When all the silicon atoms of stishovite, the rutile-type form of SiO2, are pushed along the c axis while the oxygen atoms stay put, how do the bonds respond? The table follows the energy, the restoring force, the pressure and the gap in a cell of fixed size. The results at 0.15 and 0.175 Å are to be predicted from the other rows.

SiO2 (P4_2/mnm, 6 atoms a cell, a = 4.236, c = 2.691 Å), computed with Ansatz 0.2.0: plane-wave PAW, PBE, scalar-relativistic, no spin polarisation, 420 eV cutoff, Gamma-centred 6×6×8 k mesh, 0.05 eV Gaussian smearing. Both Si atoms move together, positive along −c, with the O atoms and cell fixed. Energies are free energies; pressure is positive in compression.

| displacement (Å) | energy change (eV a cell) | force along direction (eV/Å summed over the moved atoms) | pressure (GPa) | gap on mesh (eV) |
| --- | --- | --- | --- | --- |
| -0.2 | 0.890 | 9.124 | 10.24 | 4.832 |
| -0.1 | 0.218 | 4.393 | 2.54 | 4.981 |
| 0 | 0.000 | 0.000 | 0.00 | 5.040 |
| 0.025 | 0.014 | -1.085 | 0.16 | 5.036 |
| 0.05 | 0.054 | -2.176 | 0.63 | 5.025 |
| 0.075 | 0.122 | -3.277 | 1.42 | 5.006 |
| 0.125 | 0.342 | -5.531 | 3.97 | 4.950 |
| 0.15 | ? | ? | ? | ? |
| 0.175 | ? | ? | ? | ? |

**The two negative rows.** A mirror plane perpendicular to c passes through every silicon atom of the undisturbed crystal. A push up and an equal push down therefore give the same energy, pressure and gap, and opposite forces. The rows at −0.1 and −0.2 Å can be read as if they stood at +0.1 and +0.2 Å. Both open rows then lie between known points, and the task becomes an interpolation.

**From zero to 0.075 Å.** Here the silicon atoms behave almost like a mass on an ideal spring: doubling the displacement doubles the force. The force is the better guide in this stretch, because the energies are so small that rounding blurs them. Symmetry decides which powers of the displacement may occur, but not their signs. That the crystal sits in a single well along this line, and not on a hump between two wells, is a result of the calculation.

**From 0.075 Å outwards.** The spring hardens, but only a little: force divided by displacement is about 5 % larger at −0.2 Å than in the limit of small displacement. That is surprisingly little, because geometry shows that the bonds change a great deal. Each silicon atom has four bonds inclined to c, and at this displacement two of them shrink by about 0.15 Å from their 1.77 Å, while two stretch by about as much.

A bead held between two identical springs shows how this can be. Let each spring resist squeezing more than stretching, with energy $\tfrac12\kappa s^2 - g s^3$ for a length change $s$, where $\kappa$ and $g$ are positive constants. Moving the bead changes one spring by $+s$ and the other by $-s$, so the cubic terms cancel and the bead feels an ideal spring. The slight hardening of the crystal comes from higher terms, which this model leaves out; that they stay small is a result of the calculation, not of the cancellation. The picture covers only the pairing of short and long bonds; the crystal also has long-range electric forces.

**The pressure column.** The cancellation fails when the walls move in. If both springs are first shortened by $\delta$, the cubic terms leave $6g\delta s^2$, an extra cost that grows with the square of the bead's displacement. A displaced bead therefore pushes the walls outwards, and the crystal's pressure does rise on either side of zero. Its nearly quadratic growth alone would prove little, since the mirror plane allows only even powers.

The pressure even measures how much the spring stiffens on compression, whatever forces cause it. With energy $E=\tfrac12 kx^2$, displacement $x$, stiffness $k$, cell volume $V$ and atoms that follow a uniform compression, the pressure $p=-dE/dV$ gives

$$\frac{pV}{E}=-\frac{d\ln k}{d\ln V}-\frac23 .$$

The left side is about 3.5, so 1 % less volume stiffens the spring by about 4 %. Such a compression shortens each bond by only about 0.006 Å, yet it raises the force over displacement almost as much as the whole push to 0.2 Å does.

**The gap column.** The gap falls as the silicon atoms leave their places, equally on both sides because of the mirror, and the known rows show no kink that would betray a change of band edge. Why it falls, the table does not show, since it gives the distance between the highest filled and lowest empty levels on the k mesh and not which of them moves. Band edges lying between the mesh points would be missed, and so would a switch to them. Stretched bonds alone would be expected to lower the empty antibonding levels, but each silicon atom has as many shortened bonds, which act the other way. Here too only what the pairing leaves uncancelled can count. PBE gaps are too small, so the change deserves more trust than the absolute value.

**The forecast.** The force was fitted to the known rows with a linear and a cubic term, and its integral gives the energy. Pressure and gap were fitted with even powers. For the force at 0.15 Å, summed over both silicon atoms of the cell, this means

$$F=-43.37\times0.15-56.2\times0.15^3\approx-6.695\ \text{eV/Å}.$$

The single well should continue with slight hardening, growing pressure, a falling gap and no change of state. The ranges are judgements that allow for rounding and higher powers.

- At 0.15 Å: energy 0.495 ± 0.002 eV, force −6.695 ± 0.010 eV/Å, pressure 5.73 ± 0.03 GPa, gap 4.914 ± 0.004 eV.
- At 0.175 Å: energy 0.677 ± 0.002 eV, force −7.891 ± 0.010 eV/Å, pressure 7.82 ± 0.03 GPa, gap 4.874 ± 0.004 eV.

The withheld rows as computed:

| displacement (Å) | energy change (eV a cell) | force along direction (eV/Å summed over the moved atoms) | pressure (GPa) | gap on mesh (eV) |
| --- | --- | --- | --- | --- |
| 0.15 | 0.495 | -6.695 | 5.73 | 4.915 |
| 0.175 | 0.677 | -7.891 | 7.82 | 4.875 |

**The two open rows.** Energy, force and pressure agree with the forecasts to the last printed digit. Both gaps come out 0.001 eV higher than predicted, well inside the range and too close to the rounding to interpret. The cubic term was needed: the linear part alone would have made the force at 0.175 Å too weak by 0.30 eV/Å.

These hits confirm a smooth curve of the expected symmetry. They do not single out the bonds as its cause; that part rests on the geometry and the bead argument. The pressures belong to a clamped cell, and a crystal free to expand would relieve them. The printed analysis below gives the fits and their errors.

The analysis program printed:

```
fit of force_along_direction on 7 rows: coefficient of displacement -43.37 +/- 0.0025, coefficient of d3 -56.2 +/- 0.082; rms 0.000279, worst 0.075 0.000428, leave-one-out rms 0.00122
  rows outside the fit (model, value, miss): 0.15 -6.695, -6.695, -0.000412; 0.175 -7.891, -7.891, -0.000231
fit of energy_change on 7 rows: coefficient of efromf 0.9999 +/- 0.00032; rms 0.000293, worst 0.025 -0.000443, leave-one-out rms 0.000513
  rows outside the fit (model, value, miss): 0.15 0.495, 0.495, -2.53e-05; 0.175 0.6772, 0.677, 0.000211
fit of pressure on 7 rows: coefficient of d2 252.8 +/- 0.23, coefficient of d4 79 +/- 6.4; rms 0.00258, worst 0.075 0.00474, leave-one-out rms 0.012
  rows outside the fit (model, value, miss): 0.15 5.729, 5.73, -0.00103; 0.175 7.817, 7.82, -0.00258
fit of gap_on_mesh on 7 rows: constant 5.04 +/- 0.00011, coefficient of d2 -6.122 +/- 0.02, coefficient of d4 23.1 +/- 0.48; rms 0.000136, worst 0.075 0.000228, leave-one-out rms 0.000938
  rows outside the fit (model, value, miss): 0.15 4.914, 4.915, -0.00112; 0.175 4.874, 4.875, -0.000892
force at -0.2 Å forecast from the rows at 0.05 and 0.125 Å alone (eV/Å): 9.12
rise of force over displacement from the zero limit to -0.2 Å (%): 5.184
cubic part of the force at 0.15 Å (eV/Å): -0.1897
cubic part of the force at 0.175 Å (eV/Å): -0.3012
pressure times volume over energy in the limit of small displacement: 3.514
percent stiffening of the spring for one percent less volume: 4.181
shortened inclined Si-O bond at 0.2 Å displacement (Å): 1.623
lengthened inclined Si-O bond at 0.2 Å displacement (Å): 1.926
harmonic transverse A2u wavenumber (1/cm): 628.4
fall of the gap from 0 to -0.2 Å (eV): 0.208
```
